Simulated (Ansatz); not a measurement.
# CdS (Fm-3m) in Ansatz: relaxation of cell and atoms with r2SCAN0+D3(BJ)

Aim: the relaxation of cell and atoms of CdS with r2SCAN0+D3(BJ).

All numbers are computed with Ansatz 0.2.0; they aren't measurements. Logs are shortened: lines on timing, memory, paths and dates and some standing lists are left out, and cuts for length are marked.

## (1) The structure

It takes space group Fm-3m (No. 225, cubic). Conventional cell: a = 5.506 Å, b = 5.506 Å, c = 5.506 Å, α = 90.00°, β = 90.00°, γ = 90.00°. Cd (site symmetry m-3m) is surrounded by 6 S at 2.75 Å. S (site symmetry m-3m) is surrounded by 6 Cd at 2.75 Å.

Measurements of this composition are mostly on another form, of space group No. 186.

## (2) Relaxation of cell and atoms, r2SCAN0+D3(BJ)

File input.yaml:

```yaml
crystal:
  lattice:
    - [0.0, 2.753244, 2.753244]
    - [2.753244, 0.0, 2.753244]
    - [2.753244, 2.753244, 0.0]
  atoms:
    - { symbol: Cd, position: [0.0, 0.0, 0.0] }
    - { symbol: S, position: [0.5, 0.5, 0.5] }
hamiltonian:
  xc: r2scan0
  pseudopotentials: { kind: paw, core: small }
  dispersion: d3bj
kpoints:
  mp_grid: { grid: [4, 4, 4] }
scf:
  occupations: { method: fixed }
  algorithm: density_mixing
output:
  forces: true
  stress: true
relax:
  f_tol: 0.01
  max_steps: 40
  cell: { stress_tol: 0.05 }
basis:
  ecutrho_ratio: 12
  ecutwfc: "450 eV"
```

Potentials or basis: Ansatz PAW.

Started as:

```sh
$ ansatz run input.yaml --threads 1 --pin off --max-ram 2560MiB --backend cpu --events-out ev --progress --plain --runs-dir out
```

What it wrote:

```text
Warning: basis.ecutwfc = 450 eV is below the records' recommended 500 eV, and the density's cutoff is lower with it unless basis.ecutrho_ratio is high enough to keep the records' density cutoff: compare with a run at a higher cutoff
Warning: of Cd the run reads no dataset of the core that `hamiltonian.pseudopotentials.core` asks for: this build lists none beside the file that it uses, or the input names that file
Warning: the engine holds no damping parameters fitted to this dispersion correction and functional, so the run takes those fitted to r2scan0 beside the three-body term, which d3bj leaves out (hamiltonian.dispersion, under Limitations)
Warning: RAYON_NUM_THREADS=1 ignored (pool sized by the plan → 1); use --threads N
Engine: ansatz 0.2.0, aarch64-unknown-linux-gnu
Pseudopotentials: kind: paw
Pseudopotential: Cd, paw, valence charge 20, recommended cutoff 500 eV (meta_gga), Cd.paw.azcp
Pseudopotential: S, paw, valence charge 6, recommended cutoff 500 eV (meta_gga), S.paw.azcp
Functional definition: r2SCAN0
  parameter a = 0.25
  parameter k0 = 0.174
  parameter k1 = 0.065
  parameter a1 = 4.9479
  exchange = (1 - a)*r2scan_x(k0 = k0, k1 = k1, a1 = a1) + a*exact_x
  correlation = r2scan_c
davidson cushion auto → on  (no smearing: the cushion is to keep the highest requested band from converging to the state above it; pin scf.eigensolver.cushion to override)
Crystal: 2 atoms, lattice volume = 41.741 Å³
Basis set: ecut = 450 eV, 893 PW (Γ), exchange–correlation on 192×192×192 points (64 copies of the dense FFT grid, shifted against one another)
Bands: 17, of which v1, the nominal top of the filled ones, is band 13 counted from 1 (12 counted from 0)
Symmetry: 48 space group operations
Space group: Fm-3m (ITA 225), of the structure as read, at distance tolerance 3.5e-5 Å
k-points: 8 of 64
Non-local potential: Cd, projectors of the file, l = 0: 3, l = 1: 2, l = 2: 2, l = 3: 1
Non-local potential: S, projectors of the file, l = 0: 2, l = 1: 2, l = 2: 2
PAW form: soft (Blöchl's): semilocal exchange-correlation on the pseudo side does not see the compensation charge
PAW frozen core: Cd, regenerated for the run's functional, and the local potential with it (the file was generated under x = pbe(κ = 0.804, μ = 0.2195149727645171), c = pbe(β = 0.06672455060314922))
PAW frozen core: S, regenerated for the run's functional, and the local potential with it (the file was generated under x = pbe(κ = 0.804, μ = 0.2195149727645171), c = pbe(β = 0.06672455060314922))
PAW one-centre angular grid: Cd, 590 points (default); XC on 160 Gauss nodes
PAW one-centre angular grid: S, 302 points (default); XC on 160 Gauss nodes
Initial density: superposition of atomic densities (neutral atoms: chi_scale 0, normalization atom), corrected by the library's trained network
Initial wavefunctions: pseudopotential atomic-orbital guess
Functional: x = r2scan, c = r2scan; τ floored in thin density (d = 2e-4 eV/Å³), warm-up for x = 0.75 r2scan + 0.25 exact, c = r2scan; τ floored in thin density (d = 2e-4 eV/Å³)
SCF iter   1: F=—  HF=-9175.799229 eV  |F-HF|=—  |Δ(HF+E_count)|=         —  Δρ=7.92e-3  dr2=1.84e-2  dr2_τ=1.91e-2  ethr=1.77e-3  ⟨swp⟩=8.6  Hψ=629  notcnv=0
preconditioner: auto → none  [insulator: Δε(μ)=0.726 eV  Ē_g=13.184 eV  n_scr=14 (ndim 8)  ℏωp=24.4 eV  f_vac=0.007]
SCF iter   2: F=—  HF=-9175.811275 eV  |F-HF|=—  |Δ(HF+E_count)|=   1.20e-2  Δρ=3.91e-3  dr2=2.98e-3  dr2_τ=5.72e-4  ethr=7.07e-5  ⟨swp⟩=3.5  Hψ=366  notcnv=0
iter 3 solved again at ethr=1.09e-6 eV; its pass at ethr=1.15e-5 eV (dr2=2.84e-4 eV) is discarded
SCF iter   3: F=—  HF=-9175.812738 eV  |F-HF|=—  |Δ(HF+E_count)|=   1.46e-3  Δρ=9.19e-4  dr2=2.84e-4  dr2_τ=3.50e-5  ethr=1.09e-6  ⟨swp⟩=2.5  Hψ=624  notcnv=0
SCF iter   4: F=-9175.812769 eV  HF=-9175.812778 eV  |F-HF|=9.10e-6  |Δ(HF+E_count)|=   3.98e-5  Δρ=1.78e-4  dr2=1.28e-5  dr2_τ=6.56e-7  ethr=1.09e-6  ⟨swp⟩=3.0  Hψ=369  notcnv=0
SCF 1 stopped early in 4 iterations: F = -9175.812769 eV  dr2 = 1.28e-5
Initial density: handed on by an earlier stage of this run
Initial wavefunctions: those handed on with the density
Functional: x = 0.75 r2scan + 0.25 exact, c = r2scan; τ floored in thin density (d = 2e-4 eV/Å³)
Frozen-core exchange: fock
SCF iter   1: F=—  HF=-9175.359657 eV  |F-HF|=—  |Δ(HF+E_count)|=         —  Δρ=3.88e-3  dr2=4.03e-3  dr2_τ=5.92e-4  ethr=4.93e-7  ⟨swp⟩=6.2  Hψ=679  notcnv=0
preconditioner: auto → none  [insulator: Δε(μ)=2.183 eV  Ē_g=15.734 eV  n_scr=14 (ndim 8)  ℏωp=24.4 eV  f_vac=0.007]
SCF iter   2: F=—  HF=-9175.359345 eV  |F-HF|=—  |Δ(HF+E_count)|=   3.12e-4  Δρ=6.59e-4  dr2=8.75e-4  dr2_τ=2.49e-5  ethr=4.93e-7  ⟨swp⟩=4.0  Hψ=491  notcnv=0
SCF iter   3: F=—  HF=-9175.364462 eV  |F-HF|=—  |Δ(HF+E_count)|=   5.12e-3  Δρ=7.50e-4  dr2=2.10e-4  dr2_τ=9.09e-6  ethr=2.99e-7  ⟨swp⟩=4.0  Hψ=489  notcnv=0
SCF iter   4: F=—  HF=-9175.364447 eV  |F-HF|=—  |Δ(HF+E_count)|=   1.49e-5  Δρ=1.91e-4  dr2=3.40e-5  dr2_τ=7.13e-7  ethr=2.99e-7  ⟨swp⟩=3.0  Hψ=392  notcnv=0
SCF iter   5: F=—  HF=-9175.364599 eV  |F-HF|=—  |Δ(HF+E_count)|=   1.52e-4  Δρ=2.06e-4  dr2=1.64e-5  dr2_τ=2.12e-7  ethr=3.25e-8  ⟨swp⟩=3.9  Hψ=450  notcnv=0
SCF iter   6: F=-9175.364595 eV  HF=-9175.364595 eV  |F-HF|=3.83e-8  |Δ(HF+E_count)|=   3.92e-6  Δρ=1.27e-5  dr2=1.65e-6  dr2_τ=1.06e-8  ethr=3.25e-8  ⟨swp⟩=3.0  Hψ=394  notcnv=0
SCF 2 stopped early in 6 iterations: F = -9175.364595 eV  dr2 = 1.65e-6
hybrid outer 1: dexx = +6.150e-3 eV, tail = 1.41e-5 eV
Frozen-core exchange: fock
SCF iter   1: F=—  HF=-9175.364658 eV  |F-HF|=—  |Δ(HF+E_count)|=         —  Δρ=4.30e-5  dr2=3.69e-7  dr2_τ=2.41e-7  ethr=2.72e-7  ⟨swp⟩=3.0  Hψ=334  notcnv=0
preconditioner: auto → none  [insulator: Δε(μ)=2.256 eV  Ē_g=15.722 eV  n_scr=14 (ndim 8)  ℏωp=24.4 eV  f_vac=0.007]
SCF iter   2: F=—  HF=-9175.364658 eV  |F-HF|=—  |Δ(HF+E_count)|=   4.13e-8  Δρ=8.57e-6  dr2=3.01e-8  dr2_τ=5.47e-9  ethr=1.30e-9  ⟨swp⟩=3.5  Hψ=372  notcnv=0
SCF iter   3: F=—  HF=-9175.364658 eV  |F-HF|=—  |Δ(HF+E_count)|=   1.20e-7  Δρ=3.05e-6  dr2=5.87e-9  dr2_τ=6.08e-10  ethr=2.55e-11  ⟨swp⟩=3.8  Hψ=449  notcnv=0
SCF iter   4: F=—  HF=-9175.364658 eV  |F-HF|=—  |Δ(HF+E_count)|=   1.16e-9  Δρ=4.70e-7  dr2=4.93e-10  dr2_τ=7.02e-12  ethr=1.50e-11  ⟨swp⟩=3.0  Hψ=362  notcnv=0
SCF iter   5: F=—  HF=-9175.364658 eV  |F-HF|=—  |Δ(HF+E_count)|=   2.40e-9  Δρ=5.17e-7  dr2=1.99e-10  dr2_τ=7.02e-12  ethr=1.18e-12 (applied; sched 1.00e-12)  ⟨swp⟩=3.4  Hψ=409  notcnv=0
[... 166 lines left out ...]
SCF iter   5: F=-9175.398107 eV  HF=-9175.398107 eV  |F-HF|=0.00e0  |Δ(HF+E_count)|=  3.64e-12  Δρ=7.72e-8  dr2=9.02e-12  dr2_τ=5.80e-13  ethr=1.00e-12  ⟨swp⟩=2.0  Hψ=304  notcnv=0
SCF 20 converged in 5 iterations: F = -9175.398107 eV  dr2 = 9.02e-12
  Residual-converged pass: ⟨swp⟩=4.0  Hψ=382  notcnv=0  max |occ|·‖R‖ = 9.2e-9 eV (tolerance 1.0e-8 eV)  dr2=9.10e-12  dr2_τ=6.44e-13  dr2_onsite=1.46e-13  max |Δocc| = 0.0e0
hybrid outer 2: dexx = +6.742e-9 eV, tail = 4.30e-10 eV, Δε = 2.31e-4 eV (about 8.73e-6 eV left of the loop's levels)
Frozen-core exchange: fock
SCF iter   1: F=—  HF=-9175.398107 eV  |F-HF|=—  |Δ(HF+E_count)|=         —  Δρ=3.97e-7  dr2=4.36e-11  dr2_τ=2.26e-12  ethr=8.27e-12  ⟨swp⟩=2.0  Hψ=304  notcnv=0
SCF iter   2: F=-9175.398107 eV  HF=-9175.398107 eV  |F-HF|=1.82e-12  |Δ(HF+E_count)|=  7.28e-12  Δρ=6.53e-8  dr2=8.53e-13  dr2_τ=5.42e-13  ethr=1.00e-12  ⟨swp⟩=3.0  Hψ=322  notcnv=0
SCF 21 converged in 2 iterations: F = -9175.398107 eV  dr2 = 8.53e-13
  Residual-converged pass: ⟨swp⟩=4.0  Hψ=401  notcnv=0  max |occ|·‖R‖ = 8.4e-9 eV (tolerance 1.0e-8 eV)  dr2=8.25e-13  dr2_τ=5.02e-13  dr2_onsite=8.44e-14  max |Δocc| = 0.0e0
hybrid outer 3: dexx = +2.501e-12 eV, tail = 3.12e-12 eV, Δε = 5.98e-6 eV (about 1.18e-6 eV left of the loop's levels), ΔF = 4.08e-30 eV/Å (tail inf)
relax step   6: F+E_penalty+E_count = -9175.39810671 eV  Δ(F+E_penalty+E_count) = -4.797e-5 eV  max|allowed force component| = 8.677e-30 eV/Å  Δτ_max = 0.0000 Å  P = -0.002 GPa  Ω = 39.472 Å³  energy of the carried Pulay correction = +4.183e-5 eV  (12 SCF iters, accepted)
Frozen-core exchange: fock
iter 1 solved again at ethr=1.00e-12 eV; its pass at ethr=1.00e-1 eV (dr2=9.36e-13 eV) is discarded
SCF iter   1: F=—  HF=-9175.398107 eV  |F-HF|=—  |Δ(HF+E_count)|=         —  Δρ=7.67e-8  dr2=1.23e-12  dr2_τ=5.35e-13  ethr=1.28e-12 (applied; sched 1.00e-12)  ⟨swp⟩=11.9  Hψ=977  notcnv=0  reapply=3
preconditioner: auto → none  [insulator: Δε(μ)=3.244 eV  Ē_g=16.734 eV  n_scr=14 (ndim 8)  ℏωp=25.1 eV  f_vac=0.004]
SCF iter   2: F=-9175.398107 eV  HF=-9175.398107 eV  |F-HF|=1.82e-12  |Δ(HF+E_count)|=  3.64e-12  Δρ=3.55e-8  dr2=2.44e-13  dr2_τ=1.00e-13  ethr=1.00e-12  ⟨swp⟩=2.0  Hψ=304  notcnv=0
SCF 22 converged in 2 iterations: F = -9175.398107 eV  dr2 = 2.44e-13
hybrid outer 1: dexx = -2.842e-14 eV, tail = 5.28e-13 eV
Frozen-core exchange: fock
SCF iter   1: F=—  HF=-9175.398107 eV  |F-HF|=—  |Δ(HF+E_count)|=         —  Δρ=3.64e-8  dr2=1.50e-13  dr2_τ=9.92e-14  ethr=1.50e-12 (applied; sched 1.00e-12)  ⟨swp⟩=9.4  Hψ=518  notcnv=0
preconditioner: auto → none  [insulator: Δε(μ)=2.275 eV  Ē_g=15.999 eV  n_scr=14 (ndim 8)  ℏωp=25.1 eV  f_vac=0.004]
SCF iter   2: F=-9175.398107 eV  HF=-9175.398107 eV  |F-HF|=3.64e-12  |Δ(HF+E_count)|=    0.00e0  Δρ=1.84e-8  dr2=3.54e-14  dr2_τ=2.25e-14  ethr=1.00e-12  ⟨swp⟩=2.0  Hψ=304  notcnv=0
SCF 23 converged in 2 iterations: F = -9175.398107 eV  dr2 = 3.54e-14
  Residual-converged pass: ⟨swp⟩=2.0  Hψ=251  notcnv=0  max |occ|·‖R‖ = 9.7e-9 eV (tolerance 1.0e-8 eV)  dr2=3.56e-14  dr2_τ=2.24e-14  dr2_onsite=6.31e-15  max |Δocc| = 0.0e0
hybrid outer 2: dexx = -5.684e-14 eV, tail = 1.29e-13 eV, Δε = 1.28e-7 eV (about 1.28e-7 eV left of the loop's levels)
relax step   7: F+E_penalty+E_count = -9175.39810671 eV  Δ(F+E_penalty+E_count) = -7.276e-12 eV  max|allowed force component| = 1.210e-29 eV/Å  Δτ_max = 0.0000 Å  P = -0.002 GPa  Ω = 39.472 Å³  stress off target by 1.61e-3 GPa  SCF on the basis re-selected at this cell (its energy is not comparable with the rows above)  (4 SCF iters)
basis re-selected at this cell: Δ(F+E_penalty+E_count) = -7.276e-12 eV, ΔP = +0.000 GPa vs the last step (what re-selecting the basis moved, of the pressure what is left beyond the Pulay correction that the steps carried, after the strain that the cell walked since its last selection, with what the two solves' SCF thresholds leave and, on support functions, any second-order correction that the steps lacked; it is no measure of the basis error at this ecutwfc). This SCF's stress stands 1.61e-3 GPa from its target on what of the cell is left free (relax.cell.stress_tol is 5.00e-2 GPa) and its largest allowed force component is 1.21e-29 eV/Å (relax.f_tol is 1.00e-2 eV/Å): within both
hybrid SCF converged: 2 outer / 4 inner (+0 warm-up), last move |dexx| = 5.68e-14 eV, tail = 1.29e-13 eV
Stability not checked: this state was not tested for a lower state beside it, because the functional holds exact exchange (a hybrid, or Hartree-Fock), whose exchange loop this test does not read (fock_operator; see scf.lower_state_search)
Free energy (F): -9175.398107 eV
Frozen-core exchange: fock
Harris-Foulkes:  -9175.398107 eV  (|F-HF|=3.64e-12)
Internal energy: -9175.398107 eV  (E = F + TS)
E sigma→0 (E₀):  -9175.398107 eV
Fermi energy:    9.181399 eV
--- Per-component energies (eV) ---
  E_band       = -519.591687
  E_kinetic    = 614.279525
  E_local      = -3485.736894  (includes V_loc(G=0)·N_el)
  E_nonlocal   = 64.390680
  E_hartree    = 1622.334956
  E_xc         = -201.679899
  E_vxc        = -259.402735  (∫ρ·V_xc dr)
  E_exx        = -110.725706  (= α·E_x^exact, valence–valence)
  E_paw        = -4665.403676  (= ΣΔE_a)
  E_vpaw       = -490.729098  (= ΣTr[D̂ρ^β])
  E_aug_tail   = 0.000000  (compensation charges beyond the density's cutoff)
  E_vtau       = 14.388334  (kinetic-family band-sum trace: ∫τ·v_τ [+ j·A + Jᵃ·Aᵃ] dr)
  E_ewald      = -3011.262253
  E_disp       = -0.459234  (pairwise vdW)
  E_core_change = -1.135604  (= ΣΔE_core)
  E_smearing   = -0.000000  (= −TS)
  E_closure    = -0.000000  (closes the sum)
  Σ components = -9175.398107   (vs F -9175.398107, Δ=0.00e0)
--- Forces (eV/Å), atoms counted from 1 ---
  atom   1  Cd    -0.00000000     0.00000000     0.00000000
  atom   2  S      0.00000000    -0.00000000    -0.00000000
  max |Σ_I F_I| component: 4.47e-30 eV/Å
--- Stress (GPa, compression-positive) ---
       -0.001614       0.000000       0.000000
       -0.000000      -0.001614      -0.000000
       -0.000000       0.000000      -0.001614
  P = ⅓ Tr σ = -0.0016 GPa (-0.016 kbar)
--- Band table (eV; the first three rows and the last of 8) ---
  k-point 0: bands = ["-99.5667", "-58.6766", "-58.6766", "-58.6766", "-5.4558", "-0.0511", "-0.0511", "-0.0228", "-0.0228", "-0.0228", "8.3304", "8.3304", "8.3304", "12.4458", "20.6036"]
  k-point 1: bands = ["-99.5665", "-58.6774", "-58.6767", "-58.6767", "-4.8736", "-0.2232", "-0.2232", "-0.0934", "0.0825", "0.0825", "5.4864", "8.7326", "8.7326", "14.8162", "18.4325"]
  k-point 2: bands = ["-99.5665", "-58.6785", "-58.6767", "-58.6767", "-4.1051", "-0.3888", "-0.3888", "-0.2700", "0.1940", "0.1940", "3.6692", "9.1814", "9.1814", "14.6532", "17.2577"]
  k-point 7: bands = ["-99.5665", "-58.6776", "-58.6776", "-58.6770", "-4.2707", "-0.2076", "-0.0162", "-0.0162", "0.2657", "0.9285", "5.4685", "5.4685", "6.1678", "14.8380", "18.4098"]
  guard bands above this table: 2 of the run's 17 bands. The solve was not asked for them (output.publish_guard_bands: true or output.eigenvalues: true publishes all)
--- Relaxed structure (5 steps of the walk, 5 accepted, 2 SCFs on fresh bases) ---
  F+E_penalty+E_count = -9175.39810671 eV   max|allowed force component| = 1.210e-29 eV/Å   (the final SCF, on the basis selected at the relaxed cell)
  cell:  # Å, volume = 39.4724 Å³
    - [1.3112621464232455e-33, 2.702430969773683, 2.702430969773683]
    - [2.702430969773683, 8.017142308733389e-34, 2.702430969773683]
    - [2.702430969773683, 2.702430969773683, -1.2749142677044404e-35]
  atoms:
    - { symbol: Cd, position: [2.7689055879296813e-35, -2.0402462226850637e-35, -2.914637460978708e-35] }
    - { symbol: S, position: [0.49999999999999994, 0.49999999999999994, 0.49999999999999994] }
```

Wall time 1.9 min (1 thread of Arm Neoverse V2, shared host); peak memory 1.1 GiB.

Results:

```yaml
Free_energy: -9175.3981 eV
Relaxed_volume: 19.74 Å³/atom
Relaxed_cell: a = 3.822 Å, b = 3.822 Å, c = 3.822 Å, α = 60.00°, β = 60.00°, γ = 60.00°
Space_group_after_relaxing_to_0.05_Å: Fm-3m (No. 225)
Energy_gained_by_relaxing: 16.7 meV/atom
Ionic_steps: 7
Pressure_after_relaxing: 0.0 GPa
Band_gap_on_the_k_mesh: 2.27 eV, indirect (least direct gap 4.12 eV)
```

The path:
```
step  energy change (eV)  largest force (eV/Å)  volume (Å³)
   1              0.0000                0.0000        41.74
   2             -0.0191                0.0000        37.89
   3             -0.0362                0.0000        39.65
   4             -0.0366                0.0000        39.50
   5             -0.0334                0.0000        39.50
   6             -0.0334                0.0000        39.47
   7             -0.0334                0.0000        39.47
```

Final structure:
```xyz
2
Lattice="0.0000 2.7024 2.7024 2.7024 0.0000 2.7024 2.7024 2.7024 0.0000" Properties=species:S:1:pos:R:3 pbc="T T T"
Cd    0.0000    0.0000    0.0000
S     2.7024    2.7024    2.7024
```

Caveat: the k mesh is coarse (spacing up to 0.49 Å⁻¹), so the values aren't converged, least of all with exact exchange; the plane-wave basis is chosen anew once the cell has moved, so the energies of steps on either side of that aren't comparable; the PAW data sets come from PBE, with cores solved anew for the run's functional, which leaves a small shift of forces and pressure; the dispersion damping was fitted for another functional or another form of the correction; the cutoff lies under the one recommended for these potentials. A k mesh can miss the band edges.
